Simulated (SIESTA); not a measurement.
Pt under changes of volume

One of the cells (15.904 Å³/atom); the others are scaled copies at fixed shape and fractional positions:

```
CELL_PARAMETERS angstrom
-1.58422 1.58422 1.58422
1.58422 -1.58422 1.58422
1.58422 1.58422 -1.58422
ATOMIC_POSITIONS crystal
Pt 0.00000 0.00000 0.00000
```

This isn't the form of Pt at room conditions, which is fcc.

* Program: SIESTA 5.4.2
* Functional: LDA
* Potentials or basis: PseudoDojo 0.4 standard (LDA files)
* Basis: DZP (energy shift 0.003 Ry; two zetas on semicore shells)
* Grid cutoff: 800 Ry
* Energy shift: 0.003 Ry
* k mesh: 12 × 12 × 12
* Occupations: fermi-dirac, width 0.05 eV
* Spin: no spin polarisation

```tsv
volume (Å³/atom)	energy over the lowest point (meV/atom)	pressure (GPa)
14.950	0.00	2.0
15.268	2.32	-4.1
15.586	15.87	-9.3
15.904	?	?
16.222	71.40	-18.1
16.540	110.95	-21.5
16.858	156.90	-24.6
```

Question: What does the run at 15.904 Å³/atom give?

Answer: Energy over the lowest point 39.32 meV/atom; pressure -14.0 GPa.

Worked out: A Birch-Murnaghan fit of order 3 (a polynomial in V^(-2/3)) to the other rows has its minimum at 15.05 Å³/atom with B0 = V·E''(V) = 296 GPa and B' = 5.5. It gives 39.36 meV/atom at 15.904 Å³/atom, against the run's 39.32, and -dE/dV = -14.1 GPa, against -14.0.

Energies are extrapolated to zero smearing.

Caveats: short orbitals over semicore shells can move pressures by several GPa; the basis of atomic orbitals isn't converged, which shifts pressures, moduli and gaps.
